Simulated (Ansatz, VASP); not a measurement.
# MoS2 in VASP and in Ansatz

Contents of INCAR:

```
PREC = Accurate
ENCUT = 520
EDIFF = 1E-6
ISMEAR = -1
SIGMA = 0.05
LREAL = F
LASPH = T
NELM = 80
ALGO = Normal
ISIF = 2
LWAVE = F
LCHARG = F
GGA = PS
NBANDS = 20
```

The input KPOINTS:

```
Automatic mesh
0
Gamma
  8 8 4
```

Contents of POSCAR:

```
MoS2
1.0
    3.2274645616      0.0000000000      0.0000000000
   -1.6137322808      2.7950663001      0.0000000000
    0.0000000000      0.0000000000      6.0599744832
Mo S
1 2
Direct
    0.0000000000      0.0000000000      0.5000000000
    0.6666666667      0.3333333333      0.7446806800
    0.3333333333      0.6666666667      0.2553193200
```

Contents of input.yaml:

```yaml
crystal:
  lattice:
    - [3.2274645616, 0.0, 0.0]
    - [-1.6137322808, 2.7950663001, 0.0]
    - [0.0, 0.0, 6.0599744832]
  atoms:
    - { symbol: Mo, position: [0.0, 0.0, 0.5] }
    - { symbol: S, position: [0.6666666667, 0.3333333333, 0.74468068] }
    - { symbol: S, position: [0.3333333333, 0.6666666667, 0.25531932] }
hamiltonian:
  xc: pbesol
  pseudopotentials: { kind: paw }
kpoints:
  mp_grid: { grid: [8, 8, 4] }
  band_path:
    path:
      - [[0.0, 0.0, 0.0], [0.5, 0.0, 0.0], [0.3333333333, 0.3333333333, 0.0], [0.0, 0.0, 0.0], [0.0, 0.0, 0.5], [0.5, 0.0, 0.5], [0.3333333333, 0.3333333333, 0.5], [0.0, 0.0, 0.5]]
      - [[0.5, 0.0, 0.5], [0.5, 0.0, 0.0]]
      - [[0.3333333333, 0.3333333333, 0.0], [0.3333333333, 0.3333333333, 0.5]]
    npoints: 14
scf:
  occupations: { method: fermi_dirac, width: 0.05 }
  n_extra_bands: 7
output:
  forces: true
  stress: true
  eigenvalues: true
  fatbands: true
```

Measurements of this composition are mostly on another form, of space group No. 194.

Alike in both runs: functional PBEsol; k mesh 8 × 8 × 4; occupations fermi-dirac, width 0.05 eV; no spin polarisation.

|  | VASP | Ansatz |
| --- | --- | --- |
| version | VASP 6.6.1 | Ansatz 0.2.0 |
| potentials or method | VASP PAW PBE potentials, release 64 (Mo_sv, S) | Ansatz PAW |
| plane-wave cutoff (eV) | 520 | 420 |
| valence electrons in the cell | 26 | 26 |
| task | single point | band structure |

|  | VASP | Ansatz | Ansatz less VASP |
| --- | --- | --- | --- |
| gap on the k mesh at the Fermi level (eV) | none | none | - |
| pressure (GPa) | 2.6 | 2.6 | 0.00 |
| largest component of the traceless stress (GPa) | 4.59 | 4.56 | -0.035 |
| rms of the force components (eV/Å) | 0.463 | 0.460 | -0.0029 |

Atom by atom the forces differ by 0.003 eV/Å (rms over components). A gap of «none» marks a metal or a gap that the smearing closes. With one functional, cell and mesh, what is left measures potentials, basis and numerics.

Caveats: this functional lacks dispersion, which binds the layers, so the pressure and a relaxed spacing across them are unreliable; the PAW data sets were made with another functional, which shifts forces and pressure a little (VASP); the PAW data sets come from PBE, with cores solved anew for the run's functional, which leaves a small shift of forces and pressure (Ansatz).
